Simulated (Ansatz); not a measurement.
# MnS (F-43m) in Ansatz: relaxation of cell and atoms with revPBE+D4

Aim: the relaxation of cell and atoms of MnS with revPBE+D4.

Program: Ansatz 0.2.0. These are calculated values, not measurements. Logs are shortened: lines on timing, memory, paths and dates and some standing lists are left out, and cuts for length are marked.

## Step 1: The crystal as given

Symmetry: F-43m, No. 216, cubic system. The conventional cell has a = 4.947 Å, b = 4.947 Å, c = 4.947 Å, α = 90.00°, β = 90.00°, γ = 90.00°. Mn (site symmetry -43m) has 4 S at 2.14 Å as nearest neighbours. Around S (site symmetry -43m) lie 4 Mn at 2.14 Å.

The cell is a database's computed one.

## Step 2: Relaxation of cell and atoms, revPBE+D4, collinear spin, ferromagnetic start

input.yaml

```yaml
crystal:
  lattice:
    - [0.0, 2.4734634191, 2.4734634191]
    - [2.4734634191, 0.0, 2.4734634191]
    - [2.4734634191, 2.4734634191, 0.0]
  atoms:
    - { symbol: Mn, position: [0.0, 0.0, 0.0], spin: 4.0 }
    - { symbol: S, position: [0.75, 0.75, 0.75] }
kpoints:
  mp_grid: { grid: [9, 9, 9] }
scf:
  occupations: { method: fermi_dirac, width: 0.05 }
hamiltonian:
  xc: revpbe
  dispersion: d4
  pseudopotentials: { kind: all_electron, lapw: { basis_error: 0.001 } }
magnetization:
  spin_polarized: true
output:
  forces: true
  stress: true
relax:
  f_tol: 0.005
  max_steps: 60
  cell: {}
```

Potentials or basis: all-electron LAPW, scalar-relativistic.

Launch:

```bash
ansatz run input.yaml --threads 2 --pin off --max-ram 6144MiB --backend cpu --events-out ev --progress --plain --runs-dir out
```

The program printed:

```text
Warning: RAYON_NUM_THREADS=2 ignored (pool sized by the plan → 2); use --threads N
The last accepted step is kept in <dir> (removed where the run ends without a failure and the disk answers)
LAPW: plane waves up to 9.876 Å⁻¹, error target 1.0e-3 eV per atom; small_component_spin mean_spin; S in spheres of 0.941 Å, 14 of its electrons in bands, Dirac shells []; Mn in spheres of 1.137 Å, 15 of its electrons in bands, Dirac shells [] (how accurate: hamiltonian.pseudopotentials.lapw.basis_error, Limitations)
Engine: ansatz 0.2.0, aarch64-unknown-linux-gnu
Pseudopotentials: kind: all_electron
Pseudopotential: Mn, LAPW, valence charge 15, lapw/all_electron/scalar/gaussian/Mn, Koelling and Harmon's equation, gaussian nucleus
Pseudopotential: S, LAPW, valence charge 14, lapw/all_electron/scalar/gaussian/S, Koelling and Harmon's equation, gaussian nucleus
Functional definition: revPBE
  parameter kappa = 1.245
  parameter beta = 0.06672455060314922
  exchange = pbe_x(kappa = kappa, mu = beta*pi^2/3)
  correlation = pbe_c(beta = beta)
Crystal: 2 atoms, lattice volume = 30.265 Å³
Basis set: ecut = 371.57283217846987 eV, 531 PW (Γ), exchange–correlation at level 2
Bands: 21, of which v1, the nominal top of the filled ones, is band 15 counted from 1 (14 counted from 0)
Symmetry: 24 space group operations
Space group: F-43m (ITA 216), of the structure as read, at distance tolerance 3.1e-5 Å
Magnetic group: BNS 216.74 (UNI 1576), of the structure as read, at distance tolerance 3.1e-5 Å
k-points: 35 of 729 (time reversal used)
Non-local potential: Mn, projectors of the file, none
Non-local potential: S, projectors of the file, none
Initial density: superposition of atomic densities (chi_scale 0.1, normalization cell, long waves kept (reshape's long-wave potential 0.00 eV rms))
Starting moments: Σ|m| = 4 μB on 1 of 2 sites
Initial wavefunctions: plane waves of lowest kinetic energy (no species holds an atomic orbital)
Functional: x = revpbe(κ = 1.245, μ = 0.2195149727645171), c = pbe(β = 0.06672455060314922)
iter 1 solved again at ethr=1.91e-3 eV; its pass at ethr=1.00e-1 eV (dr2=5.53e-1 eV) is discarded
SCF iter   1: F=—  HF=-42398.448415 eV  |F-HF|=—  |Δ(HF+E_count)|=         —  Δρ=2.65e-2 (↑1.96e-2 ↓2.65e-2)  dr2=5.55e-1  dr2_m=4.55e-2  M=3.545 μB ∫|m|=3.552 μB  β_m=0.30  ethr=1.91e-3  ⟨swp⟩=2.0  Hψ=10031  notcnv=0
Mixer restart at iter 1: flushing history
preconditioner: auto → Kerker (q_TF=auto, 2.709 Å⁻¹)  [metal: Δε(μ)=0.001 eV  Ē_g=11.196 eV  σ=0.050 eV  W_gap=0.00  n_scr=14 (ndim 8)  ℏωp=24.3 eV  f_vac=0.000  D(μ)=1.75/eV (n_scr^D=14)]
spin=Collinear: Kerker preconditioning applied to the charge; magnetization (m = ρ↑ − ρ↓) channel mixes plain (no charge-response kernel on spin).
SCF iter   2: F=—  HF=-42398.430624 eV  |F-HF|=—  |Δ(HF+E_count)|=   1.78e-2  Δρ=2.15e-2 (↑1.66e-2 ↓2.15e-2)  dr2=3.59e-1  dr2_m=3.60e-2  M=3.469 μB ∫|m|=3.481 μB  β_m=0.48  ethr=1.91e-3  ⟨swp⟩=2.0  Hψ=4203  notcnv=0
SCF iter   3: F=—  HF=-42398.495696 eV  |F-HF|=—  |Δ(HF+E_count)|=   6.51e-2  Δρ=1.48e-2 (↑5.92e-3 ↓1.48e-2)  dr2=1.20e-1  dr2_m=1.63e-2  M=3.149 μB ∫|m|=3.195 μB  β_m=0.53  ethr=1.24e-3  ⟨swp⟩=2.7  Hψ=4276  notcnv=0
SCF iter   4: F=—  HF=-42399.620997 eV  |F-HF|=—  |Δ(HF+E_count)|=         —  Δρ=7.29e-2 (↑6.93e-2 ↓7.29e-2)  dr2=5.29e-2  dr2_m=1.39e0  M=0.820 μB ∫|m|=0.976 μB  β_m=1.00  ethr=4.13e-4  ⟨swp⟩=2.8  Hψ=4357  notcnv=0
Mixer restart at iter 4: flushing history
SCF iter   5: F=—  HF=-42398.830466 eV  |F-HF|=—  |Δ(HF+E_count)|=   7.91e-1  Δρ=2.15e-2 (↑7.54e-3 ↓2.15e-2)  dr2=1.35e-1  dr2_m=4.95e-2  M=0.464 μB ∫|m|=0.550 μB  β_m=0.53  ethr=1.72e-4  ⟨swp⟩=3.0  Hψ=4901  notcnv=0
SCF iter   6: F=—  HF=-42398.827309 eV  |F-HF|=—  |Δ(HF+E_count)|=   3.16e-3  Δρ=1.11e-2 (↑1.11e-2 ↓6.91e-3)  dr2=9.49e-3  dr2_m=2.07e-2  M=0.413 μB ∫|m|=0.475 μB  β_m=0.59  ethr=1.72e-4  ⟨swp⟩=3.0  Hψ=4600  notcnv=0
SCF iter   7: F=—  HF=-42398.826432 eV  |F-HF|=—  |Δ(HF+E_count)|=   8.77e-4  Δρ=1.22e-2 (↑3.69e-3 ↓1.22e-2)  dr2=5.15e-2  dr2_m=1.40e-2  M=0.314 μB ∫|m|=0.365 μB  β_m=0.34  ethr=3.27e-5  ⟨swp⟩=3.0  Hψ=4723  notcnv=0
iter 8 solved again at ethr=2.88e-6 eV; its pass at ethr=3.27e-5 eV (dr2=8.36e-4 eV) is discarded
SCF iter   8: F=—  HF=-42398.808314 eV  |F-HF|=—  |Δ(HF+E_count)|=   1.81e-2  Δρ=2.96e-3 (↑2.20e-3 ↓2.96e-3)  dr2=8.35e-4  dr2_m=1.71e-3  M=0.265 μB ∫|m|=0.296 μB  β_m=0.64  ethr=2.88e-6  ⟨swp⟩=2.0  Hψ=7383  notcnv=0
SCF iter   9: F=—  HF=-42398.808812 eV  |F-HF|=—  |Δ(HF+E_count)|=         —  Δρ=3.25e-4 (↑3.25e-4 ↓2.58e-4)  dr2=1.34e-4  dr2_m=3.93e-6  M=0.226 μB ∫|m|=0.245 μB  β_m=0.82  ethr=2.88e-6  ⟨swp⟩=2.9  Hψ=3958  notcnv=0
the basis was enlarged: its passes take 900.6 KiB over the memory plan, 2 of 2 planned eigensolver slots
SCF iter  10: F=—  HF=-42398.808870 eV  |F-HF|=—  |Δ(HF+E_count)|=   5.86e-5  Δρ=2.78e-4 (↑1.35e-4 ↓2.78e-4)  dr2=3.26e-5  dr2_m=8.29e-6  M=0.229 μB ∫|m|=0.248 μB  β_m=0.86  ethr=4.61e-7  ⟨swp⟩=2.7  Hψ=3858  notcnv=0
SCF iter  11: F=—  HF=-42398.808882 eV  |F-HF|=—  |Δ(HF+E_count)|=   1.21e-5  Δρ=1.05e-4 (↑4.21e-5 ↓1.05e-4)  dr2=6.34e-6  dr2_m=7.93e-7  M=0.226 μB ∫|m|=0.244 μB  β_m=0.93  ethr=1.13e-7  ⟨swp⟩=2.3  Hψ=3784  notcnv=0
SCF iter  12: F=—  HF=-42398.808884 eV  |F-HF|=—  |Δ(HF+E_count)|=   1.84e-6  Δρ=1.23e-5 (↑1.23e-5 ↓9.90e-6)  dr2=8.25e-8  dr2_m=1.07e-8  M=0.225 μB ∫|m|=0.242 μB  β_m=0.96  ethr=2.19e-8  ⟨swp⟩=2.9  Hψ=3869  notcnv=0
SCF iter  13: F=—  HF=-42398.808884 eV  |F-HF|=—  |Δ(HF+E_count)|=   1.96e-7  Δρ=2.86e-6 (↑2.86e-6 ↓2.79e-6)  dr2=4.48e-9  dr2_m=9.88e-10  M=0.225 μB ∫|m|=0.242 μB  β_m=0.98  ethr=2.84e-10  ⟨swp⟩=3.0  Hψ=4210  notcnv=0
[...]
SCF 1 converged in 15 iterations: F = -42398.808884 eV  dr2 = 4.57e-11
[...]
iter 8 did not close the SCF: its close was put off for a magnetic moment that had not settled (scf_convergence_deferred on its scf_iter line)
SCF iter   8: F=-42398.820580 eV  HF=-42398.820580 eV  |F-HF|=1.94e-8  |Δ(HF+E_count)|=   5.01e-9  Δρ=2.53e-6 (↑1.91e-6 ↓2.53e-6)  dr2=7.96e-9  dr2_m=6.02e-11  M=0.209 μB ∫|m|=0.225 μB  β_m=0.97  ethr=2.87e-11  ⟨swp⟩=2.5  Hψ=3808  notcnv=0
iter 9 solved again at ethr=2.23e-12 eV; its pass at ethr=2.75e-11 eV (dr2=6.48e-10 eV) is discarded
SCF iter   9: F=-42398.820580 eV  HF=-42398.820580 eV  |F-HF|=1.56e-9  |Δ(HF+E_count)|=   1.77e-9  Δρ=7.24e-7 (↑5.38e-7 ↓7.24e-7)  dr2=6.47e-10  dr2_m=4.01e-12  M=0.209 μB ∫|m|=0.225 μB  ethr=2.23e-12  ⟨swp⟩=2.0  Hψ=6612  notcnv=0
the starting moments were not kept: the SCF closed with an absolute magnetisation of 2.2e-1 μB, where they sum to 4 μB in size (1 site). That is at most 0.1 of that sum.
SCF 2 converged in 9 iterations: F = -42398.820580 eV  dr2 = 6.47e-10
relax step   2: F+E_penalty+E_count = -42398.82058001 eV  Δ(F+E_penalty+E_count) = -1.170e-2 eV  max|allowed force component| = 3.701e-17 eV/Å  Δτ_max = 0.0000 Å  P = -1.713 GPa  Ω = 29.667 Å³  (9 SCF iters, accepted)
[... 19 lines left out ...]
Crystal: 2 atoms, lattice volume = 29.329 Å³
Basis set: ecut = 379.43837847449845 eV, 531 PW (Γ), exchange–correlation at level 2
iter 1 solved again at ethr=2.85e-10 eV; its pass at ethr=1.00e-1 eV (dr2=8.28e-8 eV) is discarded
SCF iter   1: F=—  HF=-42398.822405 eV  |F-HF|=—  |Δ(HF+E_count)|=         —  Δρ=1.68e-5 (↑1.29e-5 ↓1.68e-5)  dr2=7.30e-8  dr2_m=4.82e-8  M=0.199 μB ∫|m|=0.213 μB  β_m=0.65  ethr=2.85e-10  ⟨swp⟩=5.0  Hψ=8502  notcnv=0
preconditioner: auto → none  [metal: Δε(μ)=0.020 eV  Ē_g=10.812 eV  σ=0.050 eV  W_gap=0.10  n_scr=0 (ndim 8)  ℏωp=24.7 eV  f_vac=0.008  D(μ)=2.35/eV (n_scr^D=26)]
SCF iter   2: F=—  HF=-42398.822405 eV  |F-HF|=—  |Δ(HF+E_count)|=   6.77e-8  Δρ=8.83e-6 (↑6.22e-6 ↓8.83e-6)  dr2=8.79e-9  dr2_m=1.42e-8  M=0.199 μB ∫|m|=0.213 μB  β_m=0.65  ethr=2.52e-10  ⟨swp⟩=2.5  Hψ=3819  notcnv=0
SCF iter   3: F=—  HF=-42398.822405 eV  |F-HF|=—  |Δ(HF+E_count)|=   1.08e-8  Δρ=4.45e-6 (↑4.45e-6 ↓1.49e-6)  dr2=7.77e-9  dr2_m=1.71e-9  M=0.199 μB ∫|m|=0.214 μB  β_m=0.59  ethr=3.03e-11  ⟨swp⟩=3.0  Hψ=4226  notcnv=0
iter 4 solved again at ethr=2.68e-12 eV; its pass at ethr=2.68e-11 eV (dr2=7.76e-10 eV) is discarded
iter 4 did not close the SCF: its close was put off for a magnetic moment that had not settled (scf_convergence_deferred on its scf_iter line)
SCF iter   4: F=-42398.822405 eV  HF=-42398.822405 eV  |F-HF|=3.13e-10  |Δ(HF+E_count)|=   3.33e-9  Δρ=1.09e-6 (↑1.09e-6 ↓6.38e-7)  dr2=7.76e-10  dr2_m=7.62e-11  M=0.199 μB ∫|m|=0.214 μB  β_m=0.76  ethr=2.68e-12  ⟨swp⟩=2.0  Hψ=6887  notcnv=0
SCF iter   5: F=-42398.822405 eV  HF=-42398.822405 eV  |F-HF|=1.09e-10  |Δ(HF+E_count)|=  3.42e-10  Δρ=4.26e-7 (↑3.52e-7 ↓4.26e-7)  dr2=1.42e-10  dr2_m=1.47e-11  M=0.199 μB ∫|m|=0.214 μB  ethr=2.68e-12  ⟨swp⟩=2.6  Hψ=3805  notcnv=0
the starting moments were not kept: the SCF closed with an absolute magnetisation of 2.1e-1 μB, where they sum to 4 μB in size (1 site). That is at most 0.1 of that sum.
SCF 4 converged in 5 iterations: F = -42398.822405 eV  dr2 = 1.42e-10
relax step   4: F+E_penalty+E_count = -42398.82240531 eV  Δ(F+E_penalty+E_count) = -6.402e-6 eV  max|allowed force component| = 2.197e-17 eV/Å  Δτ_max = 0.0000 Å  P = -0.002 GPa  Ω = 29.329 Å³  (5 SCF iters, accepted)
iter 1 solved again at ethr=1.00e-12 eV; its pass at ethr=1.00e-1 eV (dr2=1.39e-10 eV) is discarded
SCF iter   1: F=—  HF=-42398.822405 eV  |F-HF|=—  |Δ(HF+E_count)|=         —  Δρ=5.19e-7 (↑4.69e-7 ↓5.19e-7)  dr2=1.40e-10  dr2_m=4.07e-11  M=0.199 μB ∫|m|=0.214 μB  β_m=0.65  ethr=2.49e-12 (applied; sched 1.00e-12)  ⟨swp⟩=4.0  Hψ=7129  notcnv=0
SCF iter   2: F=—  HF=-42398.822405 eV  |F-HF|=—  |Δ(HF+E_count)|=   4.30e-9  Δρ=4.42e-7 (↑3.54e-7 ↓4.42e-7)  dr2=7.44e-12  dr2_m=3.98e-11  M=0.199 μB ∫|m|=0.214 μB  β_m=0.65  ethr=2.41e-12 (applied; sched 1.00e-12)  ⟨swp⟩=2.0  Hψ=3760  notcnv=0
SCF iter   3: F=-42398.822405 eV  HF=-42398.822405 eV  |F-HF|=7.28e-11  |Δ(HF+E_count)|=  3.20e-10  Δρ=1.92e-7 (↑1.92e-7 ↓1.74e-7)  dr2=3.20e-12  dr2_m=8.05e-12  M=0.199 μB ∫|m|=0.214 μB  ethr=2.41e-12 (applied; sched 1.00e-12)  ⟨swp⟩=2.0  Hψ=3760  notcnv=0
the starting moments were not kept: the SCF closed with an absolute magnetisation of 2.1e-1 μB, where they sum to 4 μB in size (1 site). That is at most 0.1 of that sum.
SCF 5 converged in 3 iterations: F = -42398.822405 eV  dr2 = 3.20e-12
relax step   5: F+E_penalty+E_count = -42398.82240534 eV  Δ(F+E_penalty+E_count) = -2.846e-8 eV  max|allowed force component| = 1.850e-17 eV/Å  Δτ_max = 0.0000 Å  P = -0.002 GPa  Ω = 29.329 Å³  stress off target by 2.15e-3 GPa  SCF on the basis re-selected at this cell (its energy is not comparable with the rows above)  (3 SCF iters)
basis re-selected at this cell: Δ(F+E_penalty+E_count) = -2.846e-8 eV, ΔP = +0.000 GPa vs the last step (what re-selecting the basis moved, after the strain that the cell walked since its last selection, with what the two solves' SCF thresholds leave and, on support functions, any second-order correction that the steps lacked; it is no measure of the basis error at this ecutwfc). This SCF's stress stands 2.15e-3 GPa from its target on what of the cell is left free (relax.cell.stress_tol is 5.00e-2 GPa) and its largest allowed force component is 1.85e-17 eV/Å (relax.f_tol is 5.00e-3 eV/Å): within both
SCF converged after 3 iterations
Magnetization: 0.1991 μB (14.5996 up, 14.4004 down)
Absolute magnetization: 0.2137 μB (∫|ρ↑−ρ↓|)
Spin contamination: 0.0036 ħ² per cell (⟨S²⟩ above its minimum at these occupations)
Per-site moments (μB) at R_I (Å): [(0.1846285396509728, 1.1247525746580178), (-0.0013140245030633935, 0.9314182842718212)]
Free energy (F): -42398.822405 eV
Harris-Foulkes:  -42398.822405 eV  (|F-HF|=7.28e-11)
Internal energy: -42398.803257 eV  (E = F + TS)
E sigma→0 (E₀):  -42398.812831 eV
Entropy (-TS):   -0.019149 eV (-9.574 meV/atom)
Fermi energy:    13.031030 eV
--- Per-component energies (eV) ---
  E_band       = -1451.436452
  E_kinetic    = 42849.699765
  E_xc         = -2129.527515
  E_electrostatic = -83117.190851  (all electrons and nuclei)
  E_disp       = -1.784656  (pairwise vdW)
  E_smearing   = -0.019149  (= −TS)
  E_closure    = 0.000000  (closes the sum)
  E_atoms      = -42383.792191  (free atoms, spherical and without spin; not in F)
  Σ components = -42398.822405   (vs F -42398.822405, Δ=0.00e0)
  Basis errors (estimates in eV, not in F): energy 4.8e-4 per atom: plane waves 4.4e-4 (2.6e-4 summed), levels above the bands 1.4e-71, relativity 1.3e-8, radial functions 4.1e-5, core shells 3.6e-7; eigenvalues (radial functions only) 6.0e-7; not estimated: angular momenta, meshes, grids; target (lapw.basis_error) 1.0e-3; muffin-tin radii S 0.931 Å, Mn 1.125 Å
--- Forces (eV/Å), atoms counted from 1 ---
  atom   1  Mn    -0.00000000    -0.00000000     0.00000000
  atom   2  S      0.00000000     0.00000000    -0.00000000
  max |Σ_I F_I| component: 4.63e-18 eV/Å
--- Stress (GPa, compression-positive) ---
       -0.002154       0.000000       0.000000
        0.000000      -0.002154      -0.000000
        0.000000      -0.000000      -0.002154
  P = ⅓ Tr σ = -0.0022 GPa (-0.022 kbar)
--- Relaxed structure (4 steps of the walk, 4 accepted, 1 SCFs on fresh bases) ---
  F+E_penalty+E_count = -42398.82240534 eV   max|allowed force component| = 1.850e-17 eV/Å   (the final SCF, on the basis selected at the relaxed cell)
  cell:  # Å, volume = 29.3292 Å³
    - [-1.1942278202099036e-33, 2.447692405345638, 2.447692405345638]
    - [2.447692405345638, 3.216453595765341e-34, 2.447692405345638]
    - [2.447692405345638, 2.447692405345638, -9.299053960034451e-34]
  atoms:
    - { symbol: Mn, position: [-7.791438475080996e-35, -1.6865397401818137e-34, 1.736218397993e-34] }
    - { symbol: S, position: [0.7500000000000001, 0.7500000000000001, 0.7500000000000001] }
```

It took 69 s on 2 threads of Arm Neoverse V1, shared host; peak memory 0.4 GiB.

What came out:

| Property | Result |
| --- | --- |
| Free energy | -42398.8224 eV |
| Relaxed volume | 14.66 Å³/atom |
| Relaxed cell | a = 3.462 Å, b = 3.462 Å, c = 3.462 Å, α = 60.00°, β = 60.00°, γ = 60.00° |
| Space group after relaxing (to 0.05 Å) | F-43m (No. 216) |
| Energy gained by relaxing | 6.8 meV/atom |
| Ionic steps | 5 |
| Pressure after relaxing | 0.0 GPa |
| Net moment | 0.20 μB per cell |
| Absolute moment | 0.21 μB per cell |
| Site moments | Mn +0.18; S -0.00 μB |

Step by step:
| step | energy change (eV) | largest force (eV/Å) | volume (Å³) |
| --- | --- | --- | --- |
| 1 | 0.0000 | 0.0000 | 30.27 |
| 2 | -0.0117 | 0.0000 | 29.67 |
| 3 | -0.0135 | 0.0000 | 29.31 |
| 4 | -0.0135 | 0.0000 | 29.33 |
| 5 | -0.0135 | 0.0000 | 29.33 |

Final structure:
```xyz
2
Lattice="0.0000 2.4477 2.4477 2.4477 0.0000 2.4477 2.4477 2.4477 0.0000" Properties=species:S:1:pos:R:3 pbc="T T T"
Mn    0.0000    0.0000    0.0000
S     3.6715    3.6715    3.6715
```

Caveat: the moment fell far below its start of 4 μB, so a state of higher moment may lie lower in energy; the starting moments weren't kept.
